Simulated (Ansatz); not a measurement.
Runs of Ansatz 0.2.0 on Tc. The structure is cubic, space group Fm-3m (No. 225). Conventional cell: a = 3.900 Å, b = 3.900 Å, c = 3.900 Å, α = 90.00°, β = 90.00°, γ = 90.00°. Tc (site symmetry m-3m) has 12 Tc at 2.76 Å as nearest neighbours. This isn't the form of Tc at room conditions, which is hcp.

| task | level | spin | cell | k mesh | points for each segment of the path | gap on the mesh (eV) | pressure (GPa) | relaxed volume (Å³/atom) |
| --- | --- | --- | --- | --- | --- | --- | --- | --- |
| band structure | LDA | SOC, no magnetisation | as given | 9 × 9 × 9 | 14 | none | -20.1 | - |
| relaxation of cell and atoms | PBE+D3(BJ) | off | relaxed | 12 × 12 × 12 | - | none | 0.0 | 14.16 |
| relaxation of cell and atoms | PBE+D4 | off | relaxed | 12 × 12 × 12 | - | none | 0.0 | (a) |
| relaxation of cell and atoms | PBE | off | relaxed | 12 × 12 × 12 | - | none | 0.0 | (b) |
| band structure | LDA | off | as given | 9 × 9 × 9 | 14 | none | -20.2 | - |

Alike in all rows: potentials or basis Ansatz PAW earlier set; cutoff (eV) 500; smearing fermi-dirac 0.05 eV.

Problem. Fill in the values left out.

Solution. (a) 14.21; (b) 14.51.

Caveats: the plane-wave basis is chosen anew once the cell has moved, so the energies of steps on either side of that aren't comparable (some runs); the PAW data sets come from PBE, with cores solved anew for the run's functional, which leaves a small shift of forces and pressure (some runs); pairwise dispersion overbinds metals, which lowers pressure and volume (some runs).

A k mesh can miss the band edges, and rows without SOC leave out spin-orbit coupling on Tc.

A gap of «none» marks a metal or a gap under the smearing width.
